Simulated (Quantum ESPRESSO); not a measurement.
NaI: phonons at points of the zone under several settings

```xyz
2
Lattice="0.0000 3.2364 3.2364 3.2364 0.0000 3.2364 3.2364 3.2364 0.0000" Properties=species:S:1:pos:R:3 pbc="T T T"
I     3.2364    3.2364    3.2364
Na    0.0000    0.0000    0.0000
```

All runs used Quantum ESPRESSO 7.5; potentials PseudoDojo 0.4.1 SR PBE standard; k mesh 4 × 4 × 4, shifted; relaxed cell; no spin polarisation; cutoff 1197 eV; occupations smeared at first, fixed for the response.

```csv
level,point,frequencies (cm⁻¹)
PBE,"Γ (0.000, 0.000, 0.000)",0 0 0 117 117 117
PBE,"L (0.500, 0.500, 0.500)",46 46 74 146 146 194
PBE,"K (0.375, 0.375, 0.750)",49 61 62 146 150 159
PBE,"W (0.500, 0.250, 0.750)",58 59 59 149 149 156
PBE,"X (0.500, 0.000, 0.500)",?
```

Problem. What stands in the row left open?

Solution. Frequencies 49 49 66 146 146 151 cm⁻¹.

Caveats: before the sum rule the acoustic modes lie tens of cm⁻¹ from zero, a sign that the density grid also shifts the optical modes (some runs).
